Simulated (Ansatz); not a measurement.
Crystal: Al2O3 (Corundum).

```xyz
10
Lattice="2.3803 1.3742 4.3319 -2.3803 1.3742 4.3319 0.0000 -2.7485 4.3319" Properties=species:S:1:pos:R:3 pbc="T T T"
Al    0.0000    0.0000   11.0743
Al    0.0000    0.0000    8.4191
Al    0.0000    0.0000    1.9213
Al    0.0000    0.0000    4.5765
O    -1.6503   -0.1099    5.4148
O     0.7300    1.4841    5.4148
O     0.9203   -1.3742    5.4148
O     1.6503    0.1099    7.5808
O    -0.7300   -1.4841    7.5808
O    -0.9203    1.3742    7.5808
```

Base run:

| Quantity | Value |
| --- | --- |
| Program | Ansatz 0.2.0 |
| Functional | revPBE |
| Potentials or basis | Ansatz PAW |
| Cutoff | 420 eV (not typed: the program's choice for these potentials) |
| k mesh | 7 × 7 × 7 |
| Occupations | fermi-dirac, width 0.05 eV |
| Spin | no spin polarisation |

Its results: band gap on the k mesh 6.29 eV, direct; pressure 11.3 GPa; largest force 0.039 eV/Å.

The run is repeated on the same cell with these changes: functional from revPBE to r2SCAN; cutoff from 420 eV (not typed: the program's choice for these potentials) to 500 eV (not typed: the program's choice for these potentials). What comes out?

Band gap on the k mesh 7.11 eV, direct; pressure -0.2 GPa; largest force 0.059 eV/Å.

r2SCAN gives the wider gap, since meta-GGAs in the generalised Kohn-Sham scheme recover part of the derivative discontinuity.

Caveats: the PAW data sets come from PBE, with cores solved anew for the run's functional, which leaves a small shift of forces and pressure.
